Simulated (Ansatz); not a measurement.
A run of Ansatz 0.2.0:

The input input.yaml:

```yaml
crystal:
  lattice:
    - [3.9998, 0.079996, 0.0]
    - [0.079996, 3.9998, 0.0]
    - [0.0, 0.0, 4.018]
  atoms:
    - { symbol: Ba, position: [0.0, 0.0, 0.0] }
    - { symbol: Ti, position: [0.5, 0.5, 0.49] }
    - { symbol: O, position: [0.0, 0.5, 0.517] }
    - { symbol: O, position: [0.5, 0.0, 0.517] }
    - { symbol: O, position: [0.5, 0.5, 0.019] }
hamiltonian:
  xc: pbe
  pseudopotentials: { kind: paw }
kpoints:
  mp_grid: { grid: [5, 5, 5] }
scf:
  occupations: { method: fermi_dirac, width: 0.05 }
output:
  forces: true
  stress: true
  eigenvalues: true
  write_density: true
  write_potential: true
  elf: true
  volumetric_format: npy
```

Potentials or basis: Ansatz PAW.

Command:

```sh
$ ansatz run input.yaml --threads 2 --pin off --max-ram 5632MiB --backend cpu --events-out ev --progress --plain --runs-dir out
```

Hardware: 2 threads of Intel(R) Xeon(R) Platinum 8259CL CPU @ 2.50GHz (Skylake/Cascade Lake), with other jobs on the host.

Q: How long does it take, and how much memory?

A: Run time: 4.5 s on 2 threads of Intel(R) Xeon(R) Platinum 8259CL CPU @ 2.50GHz (Skylake/Cascade Lake), on a shared host, peak memory 0.6 GiB. Counts: scf iterations 6, plane waves 1265, k points 27, bands 25.
